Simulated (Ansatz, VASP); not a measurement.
## Two plane-wave programs on Rb

```
CELL_PARAMETERS angstrom
-2.80600 2.80600 2.91824
2.80600 -2.80600 2.91824
2.80600 2.80600 -2.91824
ATOMIC_POSITIONS crystal
Rb 0.00000 0.00000 0.00000
```

Change from the starting cell: strain +0.000 along x and y, +0.040 along z, atoms carried along.

Alike in both runs: task single point; functional PBEsol; k mesh 12 × 12 × 12; occupations gaussian, width 0.15 eV; no spin polarisation.

|  | VASP | Ansatz |
| --- | --- | --- |
| version | VASP 6.6.1 | Ansatz 0.2.0 |
| potentials or method | VASP PAW PBE potentials, release 64 (Rb_sv) | scalar-relativistic, plane waves, PAW |
| plane-wave cutoff (eV) | 520 | 420 |
| valence electrons in the cell | 9 | 9 |

```tsv
	VASP	Ansatz	Ansatz less VASP
gap on the k mesh at the Fermi level (eV)	none	none	-
pressure (GPa)	-0.2	-0.2	0.00
```

A gap of «none» marks a metal or a gap that the smearing closes. The functional is the same, so the differences come from potentials, cutoffs and numerics.

Caveats: the PAW data sets were made with another functional, which shifts forces and pressure a little (VASP).
